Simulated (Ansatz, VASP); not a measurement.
One calculation of CdTe, two programs

The input INCAR:

```
  ALGO = Normal
  EDIFF = 1E-6
  ENCUT = 520
  GGA = PE
  ISIF = 2
  ISMEAR = -1
  LASPH = T
  LCHARG = F
  LREAL = F
  LWAVE = F
  NBANDS = 16
  NELM = 60
  PREC = Accurate
  SIGMA = 0.05
```

KPOINTS

```
k-points
0
Gamma
  11 11 11
```

POSCAR

```
CdTe
1.0
    3.5143276115      0.0000000000      0.0000000000
    0.0000000000      3.5143276115      0.0000000000
    0.0000000000      0.0000000000      3.5143276115
Cd Te
1 1
Direct
    0.0000000000      0.0000000000      0.0000000000
    0.5000000000      0.5000000000      0.5000000000
```

Input for Ansatz:

```yaml
crystal:
  lattice:
    - [3.5143276115, 0.0, 0.0]
    - [0.0, 3.5143276115, 0.0]
    - [0.0, 0.0, 3.5143276115]
  atoms:
    - { symbol: Cd, position: [0.0, 0.0, 0.0] }
    - { symbol: Te, position: [0.5, 0.5, 0.5] }
kpoints:
  mp_grid: { grid: [11, 11, 11] }
scf:
  occupations: { method: fermi_dirac, width: 0.05 }
hamiltonian:
  xc: pbe
  pseudopotentials: { kind: nc }
output:
  forces: true
  stress: true
  eigenvalues: true
```

Change from the starting cell: volume scaled by 0.8, norm-conserving files.

Alike in both runs: task single point; functional PBE; k mesh 11 × 11 × 11; occupations fermi-dirac, width 0.05 eV; no spin polarisation.

|  | VASP | Ansatz |
| --- | --- | --- |
| version | VASP 6.6.1 | Ansatz 0.2.0 |
| potentials or method | VASP PAW PBE potentials, release 64 (Cd, Te) | norm-conserving pseudopotentials, scalar-relativistic |
| plane-wave cutoff (eV) | 520 | 1120 |
| valence electrons in the cell | 18 | 36 |

Ansatz gave:

- pressure (GPa): 17.6

**Question.** Which values does VASP return?

**Answer.** Pressure (GPa): 18.0.

The functional is the same, so the differences come from potentials, cutoffs and numerics. The two sets of potentials don't hold the same shells in valence.

Caveats: so large a pressure means that the cell lies far from this level's equilibrium, or that cutoff or potentials fall short (VASP). The runs have no spin-orbit coupling, so splittings on Te are missing.
